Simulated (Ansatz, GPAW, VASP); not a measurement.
**Si: 4 runs at one level of theory**

```
CELL_PARAMETERS angstrom
0.00000 2.72185 2.72185
2.72185 0.00000 2.72185
2.72185 2.72185 0.00000
ATOMIC_POSITIONS crystal
Si 0.50000 0.50000 0.50000
Si 0.75000 0.75000 0.75000
```

Alike in all runs: task single point; functional PBE; k mesh 8 × 8 × 8; occupations gaussian, width 0.024 eV; no spin polarisation; no spin-orbit coupling. Pressure is positive in compression and, in plane waves, holds the error of the finite cutoff, which Ansatz's Pulay term estimates and takes out.

```csv
program and potentials,plane-wave cutoff (eV),notes,band gap (eV),pressure (GPa)
"Ansatz, Ansatz PAW",420,Pulay term of +0.02 GPa included,0.63,1.34
"GPAW, GPAW PAW data sets (gpaw-data 1.2.1)",600,-,0.62,1.61
"Ansatz, all-electron LAPW, scalar-relativistic",-,-,0.63,1.31
"VASP, PBE PAW files Si, 520 eV",520,-,?,?
```

Problem. Estimate from the other rows what the run with VASP, PBE PAW files Si, 520 eV gave.

Solution. Band gap 0.63 eV; pressure 1.26 GPa. The other rows, which needn't bracket it: band gap 0.62 to 0.63; pressure 1.31 to 1.61.
